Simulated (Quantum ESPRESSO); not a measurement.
MnO:

```xyz
2
Lattice="0.0000 2.2239 2.2239 2.2239 0.0000 2.2239 2.2239 2.2239 0.0000" Properties=species:S:1:pos:R:3 pbc="T T T"
Mn    0.0000    0.0000    0.0000
O     2.2239    2.2239    2.2239
```

The cell is a database's computed one.

- Program: Quantum ESPRESSO 7.5
- Task: phonon dispersion
- Functional: PBEsol
- Potentials or basis: GBRV 1.5 PBEsol
- Cutoff: 612 eV
- Density cutoff: 4898 eV
- k mesh: 4 × 4 × 4, shifted
- Occupations: fermi-dirac, width 0.05 eV
- Spin: collinear spin, ferromagnetic start
- Starting moments: [4.0, 0.0] μB
- Mixing beta: 0.3
- Most SCF iterations: 120
- SCF threshold: 4e-10 Ry
- q mesh: 2 × 2 × 2

The cell and the atoms were relaxed first, to 10.34 Å³/atom (a = 3.081 Å, b = 3.081 Å, c = 3.081 Å, α = 60.00°, β = 60.00°, γ = 60.00°), and the response was taken there.

**Question.** What are the zero-point energy, and the vibrational entropy and heat capacity at 298.15 K?

**Answer.** Zero-point energy 45.2 meV/atom; entropy 2.97 k_B/atom (24.7 J/(K·mol of atoms)); Cv 2.65 k_B/atom, 88 % of the classical limit. These are harmonic values without the electrons' part.

Phonon frequencies at the corners of the path (cm⁻¹, interpolated; i marks imaginary ones):
| point | frequencies |
| --- | --- |
| Γ | 0 0 0 321 321 321 |
| X | 140 140 192 352 352 398 |
| W | 178 178 189 317 361 361 |
| K | 136 188 205 305 360 371 |
| L | 155 155 199 199 302 391 |
| U | 136 188 205 305 360 371 |

Harmonic thermodynamics per atom at this volume (zero-point energy 45.2 meV, Debye temperature from the second moment 483 K):
```csv
T (K),free energy (meV),entropy (k_B),heat capacity Cv (k_B)
50,45.0,0.15,0.40
100,43.3,0.70,1.30
200,31.7,1.97,2.30
298.15,10.6,2.97,2.65
500,-54.4,4.40,2.87
800,-187.2,5.77,2.95
```

Phonon states per cell in windows of 20 cm⁻¹ (negative: imaginary):
| from (cm⁻¹) | total | Mn | O |
| --- | --- | --- | --- |
| 0 | 0.00 | 0.00 | 0.00 |
| 20 | 0.01 | 0.00 | 0.00 |
| 40 | 0.03 | 0.02 | 0.01 |
| 60 | 0.06 | 0.05 | 0.01 |
| 80 | 0.12 | 0.09 | 0.03 |
| 100 | 0.20 | 0.16 | 0.04 |
| 120 | 0.47 | 0.40 | 0.07 |
| 140 | 0.78 | 0.70 | 0.08 |
| 160 | 0.38 | 0.34 | 0.04 |
| 180 | 0.10 | 0.09 | 0.01 |
| 200 | 0.37 | 0.29 | 0.08 |
| 220 | 0.48 | 0.27 | 0.21 |
| 240 | 0.19 | 0.07 | 0.13 |
| 260 | 0.29 | 0.09 | 0.20 |
| 280 | 0.41 | 0.13 | 0.28 |
| 300 | 0.56 | 0.14 | 0.42 |
| 320 | 0.38 | 0.07 | 0.31 |
| 340 | 0.36 | 0.04 | 0.32 |
| 360 | 0.62 | 0.03 | 0.59 |
| 380 | 0.18 | 0.01 | 0.17 |

A q mesh this small can miss soft modes between its points.

Caveat: the k mesh is coarse (spacing up to 0.61 Å⁻¹), so the values aren't converged; the mesh is thin for the phonons of a metal; the q mesh is small, so phonon branches between its points and thermal values are rough; a cell with one magnetic atom can't hold antiferromagnetic order, which such compounds often take.
